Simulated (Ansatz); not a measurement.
The system is K.

```
K
1.0
    -2.69756    2.69756    2.69756
     2.69756   -2.69756    2.69756
     2.69756    2.69756   -2.69756
K
1
Direct
  0.00000 0.00000 0.00000
```

| Item | Value |
| --- | --- |
| Program | Ansatz 0.2.0 |
| Task | single point |
| Functional | PBE |
| Potentials or basis | all-electron LAPW, scalar-relativistic |
| Cutoff | 52 eV (chosen from the basis error) |
| Basis error allowed | 0.001 eV/atom |
| k mesh | 7 × 7 × 7 |
| Occupations | fermi-dirac, width 0.05 eV |
| Spin | no spin polarisation |

On this cell: pressure -0.2 GPa; band gap on the k mesh none (metal or under the smearing width).

The same run follows on a disturbed copy (cell strained at random at fixed volume):

```
K
1.0
    -2.62910    2.66761    2.60007
     2.71869   -2.74448    2.76653
     2.66008    2.77546   -2.67695
K
1
Cartesian
  0.0063 0.0330 -0.0519
```

Q: What changes?

A: The energy (extrapolated to zero smearing) moves by +1.4 meV/atom; pressure -0.2 GPa; band gap on the k mesh none (metal or under the smearing width).

Stress tensor (GPa, compression positive):
```
-0.20 -0.04 -0.09
-0.04 -0.19  0.08
-0.09  0.08 -0.21
```
